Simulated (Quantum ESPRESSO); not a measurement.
## Sn under changes of volume

One of the cells (33.803 Å³/atom); the others are scaled copies at fixed shape and fractional positions:

```
Sn
1.0
     0.00000    3.23334    3.23334
     3.23334    0.00000    3.23334
     3.23334    3.23334    0.00000
Sn
2
Direct
  0.75000 0.75000 0.75000
  0.50000 0.50000 0.50000
```

This isn't the form of Sn at room conditions, which is tetragonal (white tin).

* Program: Quantum ESPRESSO 7.5
* Functional: rev-vdW-DF2
* Potentials or basis: PseudoDojo 0.4.1 SR PBE standard
* Cutoff: 980 eV
* Density cutoff: 3918 eV
* k mesh: 7 × 7 × 7
* Occupations: fermi-dirac, width 0.05 eV
* Spin: no spin polarisation

```csv
volume (Å³/atom),energy over the lowest point (meV/atom),pressure (GPa)
31.775,81.20,6.7
32.451,55.81,5.3
33.127,35.87,4.1
33.803,20.84,3.0
34.479,?,?
35.155,3.39,1.2
35.831,0.00,0.4
```

Question: What does the run at 34.479 Å³/atom give?

Answer: Energy over the lowest point 10.18 meV/atom; pressure 2.1 GPa.

Worked out: A Birch-Murnaghan fit of order 3 (a polynomial in V^(-2/3)) to the other rows has its minimum at 36.24 Å³/atom, just outside them, with B0 = V·E''(V) = 36 GPa and B' = 5.3. It gives 10.18 meV/atom at 34.479 Å³/atom, against the run's 10.18, and -dE/dV = 2.1 GPa, against 2.1.

Energies are extrapolated to zero smearing.

Caveats: the potentials were made for another functional, which shifts forces and pressure.
